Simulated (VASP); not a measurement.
# Ge (I4_1/amd) in VASP: further runs, part 2 of 2

VASP 6.6.1. Earlier steps stand in the parts before.

**4. Single point, PBE**

File INCAR:

```
PREC = Normal
ENCUT = 400
EDIFF = 1E-7
ISMEAR = 0
SIGMA = 0.05
LREAL = F
LASPH = T
NELM = 100
ALGO = Normal
ISIF = 2
LWAVE = F
LCHARG = F
GGA = PE
NBANDS = 21
ADDGRID = F
```

File KPOINTS:

```
regular mesh
0
Gamma
  8 8 8
```

File POSCAR:

```
Ge
1.0
   -2.5744897190      2.5744897190      1.3974126432
    2.5744897190     -2.5744897190      1.3974126432
    2.5744897190      2.5744897190     -1.3974126432
Ge
2
Direct
    0.5000000000      0.5000000000      0.0000000000
    0.2500000000      0.7500000000      0.5000000000
```

Potentials or basis: VASP PAW PBE potentials, release 64 (Ge_d).

The run is started by

```console
cat potpaw_PBE.64/Ge_d/POTCAR > POTCAR
mpirun -np 1 vasp_std > vasp.out
```

OUTCAR:

```text
PREC = Normal
   ENCUT = 400
   EDIFF = 1E-7
   ISMEAR = 0
   LREAL = F
   LASPH = T
   NELM = 100
   ISIF = 2
   GGA = PE

 Found     59 irreducible k-points:

 Following reciprocal coordinates:
            Coordinates               Weight
  0.000000  0.000000  0.000000      1.000000
  0.125000  0.000000 -0.000000      8.000000
  0.250000  0.000000 -0.000000      8.000000
  0.375000  0.000000  0.000000      8.000000
  0.500000  0.000000 -0.000000      4.000000
  0.125000  0.125000 -0.000000      8.000000
   k-points           NKPTS =     59   k-points in BZ     NKDIM =     59   number of bands    NBANDS=     21
   number of dos      NEDOS =    301   number of ions     NIONS =      2
   total plane-waves  NPLWV =   8000
   dimension x,y,z NGX =    20 NGY =   20 NGZ =   20
   dimension x,y,z NGXF=    40 NGYF=   40 NGZF=   40
   ions per type =               2
   NGX,Y,Z   is equivalent  to a cutoff of   8.53,  8.53,  8.53 a.u.
   NGXF,Y,Z  is equivalent  to a cutoff of  17.05, 17.05, 17.05 a.u.
 SYSTEM =  unknown system
   PREC   = normal    normal or accurate (medium, high low for compatibility)
   ISTART =      0    job   : 0-new  1-cont  2-samecut
   ICHARG =      2    charge: 1-file 2-atom 10-const
   ISPIN  =      1    spin polarized calculation?
   LNONCOLLINEAR =      F non collinear calculations
   LSORBIT =      F    spin-orbit coupling
   LASPH  =      T    aspherical Exc in radial PAW
   ENCUT  =  400.0 eV  29.40 Ry    5.42 a.u.   6.36  6.36  6.36*2*pi/ulx,y,z
   NELM   =    100;   NELMIN=  2; NELMDL= -5     # of ELM steps
   EDIFF  = 0.1E-06   stopping-criterion for ELM
   LREAL  =      F    real-space projection
   EDIFFG = 0.1E-05   stopping-criterion for IOM
   NSW    =      0    number of steps for IOM
   IBRION =     -1    ionic relax: 0-MD 1-quasi-New 2-CG
   NFREE  =      0    steps in history (QN), initial steepest desc. (CG)
   ISIF   =      2    stress and relaxation
   ISYM   =      2    0-nonsym 1-usesym 2-fastsym
   POTIM  = 0.5000    time-step for ionic-motion
   TEBEG  =    0.0;   TEEND  =   0.0 temperature during run
   PSTRESS=    0.0 pullay stress
   NELECT =      28.0000    total number of electrons
   NUPDOWN=      -1.0000    fix difference up-down
   EMIN   =  10.00;   EMAX   =-10.00  energy-range for DOS
   EFERMI =   0.00;   METHOD = LEGACY
   ISMEAR =     0;   SIGMA  =   0.05  broadening in eV -4-tet -1-fermi 0-gaus
   EFERMI_NEDOS =   21; number of points for ismear=-14 and -15
   IALGO  =     38    algorithm
   IMIX   =      4    mixing-type and parameters
     AMIX     =   0.40;   BMIX     =  1.00
     AMIX_MAG =   1.60;   BMIX_MAG =  1.00
  volume/ion in A,a.u.               =      18.52       125.01
  Fermi-wavevector in a.u.,A,eV,Ry     =   1.491209  2.817976 30.255333  2.223704
  Thomas-Fermi vector in A             =   2.603893
   LORBIT       =      0    0 simple, 1 ext, 2 COOP (PROOUT), +10 PAW based schemes
   GGA     = PE    functional components
   LHFCALC =     F    Hartree Fock is set to
   AEXX    =    0.0000 exact exchange contribution
   IVDW    =     0    specifies the selected vdW correction
   LEPSILON=     F    determine dielectric tensor
   LRPA    =     F    only Hartree local field effects (RPA)
 non-spin polarized calculation
 Gauss-broadening in eV      SIGMA  =   0.05
  energy-cutoff  :      400.00
  volume of cell :       37.05
 maximum number of plane-waves:       691
   NGX = 13   NGY = 13   NGZ = 13

 number of electron      27.9999968 magnetization

 Free energy of the ion-electron system (eV)
  ---------------------------------------------------
  ext. energy  EPLUGINS =         0.00000000
  ---------------------------------------------------
  free energy    TOTEN  =        -8.53995033 eV

  energy without entropy =       -8.53904940  energy(sigma->0) =       -8.53949987

 E-fermi :   6.7246     XC(G=0): -11.3204

 val. band max:        6.7026020548   @ k =  -0.2500   0.2500   0.2500
 cond. band min:       6.8420962657   @ k =   0.3750   0.3750   0.1250
 fundamental gap:      0.1394942108
 Fermi energy:         6.7246475665

 k-point     1 :       0.0000    0.0000    0.0000
  band No.  band energies     occupation
      1     -17.9589      2.00000
      2     -17.9089      2.00000
      3     -17.8832      2.00000
      4     -17.8764      2.00000
      5     -17.7725      2.00000
      6     -17.7725      2.00000
[... 13 lines left out ...]
     20      18.3534      0.00000
     21      19.3399      0.00000

 k-point     2 :       0.1250    0.0000   -0.0000
  band No.  band energies     occupation
      1     -17.9525      2.00000
      2     -17.8889      2.00000
      3     -17.8754      2.00000
      4     -17.8532      2.00000
      5     -17.7871      2.00000
      6     -17.7832      2.00000
[... 13 lines left out ...]
     20      17.6890      0.00000
     21      18.1682      0.00000

 k-point     3 :       0.2500    0.0000   -0.0000
  band No.  band energies     occupation
      1     -17.9354      2.00000
      2     -17.8573      2.00000
      3     -17.8524      2.00000
      4     -17.8249      2.00000
      5     -17.8124      2.00000
      6     -17.7828      2.00000
[... 13 lines left out ...]
     20      15.6399      0.00000
     21      17.5772      0.00000

 k-point     4 :       0.3750    0.0000    0.0000
  band No.  band energies     occupation
      1     -17.9191      2.00000
      2     -17.8540      2.00000
      3     -17.8491      2.00000
      4     -17.8367      2.00000
      5     -17.8171      2.00000
      6     -17.7990      2.00000
[... 13 lines left out ...]
     20      15.9790      0.00000
     21      18.9693      0.00000

 k-point     5 :       0.5000    0.0000   -0.0000
  band No.  band energies     occupation
      1     -17.9110      2.00000
      2     -17.8676      2.00000
      3     -17.8612      2.00000
      4     -17.8317      2.00000
      5     -17.8081      2.00000
      6     -17.8061      2.00000
[... 13 lines left out ...]
     20      18.3885      0.00000
     21      19.2621      0.00000

 k-point     6 :       0.1250    0.1250   -0.0000
  band No.  band energies     occupation
      1     -17.9412      2.00000
      2     -17.8617      2.00000
      3     -17.8496      2.00000
      4     -17.8166      2.00000
      5     -17.8048      2.00000
      6     -17.7959      2.00000
[... 13 lines left out ...]
     20      15.8736      0.00000
     21      16.4748      0.00000

 [... further k-points ...]
[... 5 lines left out ...]
  --------------------------------------------------------------------------------------
  -------------------------------------------------------------------------------------
  Total        0.2390146      0.2390146      1.3393045      0.0000000      0.0000000      0.0000000
  in kB       10.3363700     10.3363700     57.9192486      0.0000000      0.0000000      0.0000000
  external PRESSURE =      26.1973295 kB  Pullay stress =       0.0000000 kB

 VOLUME and BASIS-vectors are now :
 -----------------------------------------------------------------------------
  energy-cutoff  :      400.00
  volume of cell :       37.05
      direct lattice vectors                 reciprocal lattice vectors
    -2.574489719  2.574489719  1.397412643     0.000000000  0.194213244  0.357804119
     2.574489719 -2.574489719  1.397412643     0.194213244  0.000000000  0.357804119
     2.574489719  2.574489719 -1.397412643     0.194213244  0.194213244  0.000000000

 POSITION                                       TOTAL-FORCE (eV/Angst)
 -----------------------------------------------------------------------------------
      0.00000      0.00000      1.39741         0.000000      0.000000      0.000000
      2.57449      0.00000      0.69871        -0.000000     -0.000000     -0.000000
 -----------------------------------------------------------------------------------
    total drift:                               -0.000000     -0.000000      0.000000

  FREE ENERGIE OF THE ION-ELECTRON SYSTEM (eV)
  ---------------------------------------------------
  free  energy   TOTEN  =        -8.5399503280 eV

  energy  without entropy=       -8.5390494041  energy(sigma->0) =       -8.53949987
```

OSZICAR:

```text
N       E                     dE             d eps       ncg     rms          rms(c)
DAV:   1     0.160206591902E+03    0.16021E+03   -0.12276E+04  2866   0.333E+03
DAV:   2     0.124841297588E+02   -0.14772E+03   -0.14334E+03  2498   0.532E+02
DAV:   3    -0.802384251707E+01   -0.20508E+02   -0.20386E+02  2883   0.123E+02
DAV:   4    -0.854940779923E+01   -0.52557E+00   -0.52539E+00  2746   0.231E+01
DAV:   5    -0.855688857588E+01   -0.74808E-02   -0.74807E-02  2839   0.297E+00    0.211E+00
DAV:   6    -0.854503487355E+01    0.11854E-01   -0.17150E-02  3365   0.222E+00    0.120E+00
DAV:   7    -0.854011048627E+01    0.49244E-02   -0.12354E-02  3340   0.164E+00    0.110E-01
DAV:   8    -0.853994756537E+01    0.16292E-03   -0.18596E-03  3037   0.777E-01    0.403E-02
DAV:   9    -0.853995113688E+01   -0.35715E-05   -0.58272E-05  3165   0.111E-01    0.990E-03
DAV:  10    -0.853995070942E+01    0.42746E-06   -0.29758E-06  3084   0.194E-02    0.143E-03
DAV:  11    -0.853995036178E+01    0.34764E-06   -0.90184E-08  2075   0.442E-03    0.286E-04
DAV:  12    -0.853995032798E+01    0.33804E-07   -0.27287E-08  1529   0.288E-03
   1 F= -.85399503E+01 E0= -.85394999E+01  d E =-.900924E-03
```

Run time: 8.2 s. Hardware: 1 thread of Intel Xeon 6975P-C (Granite Rapids), shared host; peak memory 0.14 GiB.

These settings aren't checked as converged: the numbers below hold their error.

What came out:

| Property | Result |
| --- | --- |
| Free energy | -8.5400 eV |
| Pressure | 2.6 GPa |
| Band gap on the k mesh | none (metal or under the smearing width) |

**5. Single point, PBE**

INCAR is that of step 4.

KPOINTS is that of step 4.

File POSCAR:

```
Ge
1.0
   -2.5744897190      2.5744897190      1.3974126432
    2.5744897190     -2.5744897190      1.3974126432
    2.5744897190      2.5744897190     -1.3974126432
Ge
2
Direct
    0.5147880000      0.5105290000      0.0041050000
    0.2603220000      0.7562090000      0.5249690000
```

The run is started by

```console
cat potpaw_PBE.64/Ge_d/POTCAR > POTCAR
mpirun -np 1 vasp_std > vasp.out
```

It took 28 s on 1 thread of Intel Xeon 6975P-C (Granite Rapids), shared host; peak memory 0.2 GiB.

These settings aren't checked as converged: the numbers below hold their error.

What came out:

* Free energy: -8.5275 eV
* Pressure: 2.7 GPa
* Largest force: 0.299 eV/Å
* Band gap on the k mesh: none (metal or under the smearing width)
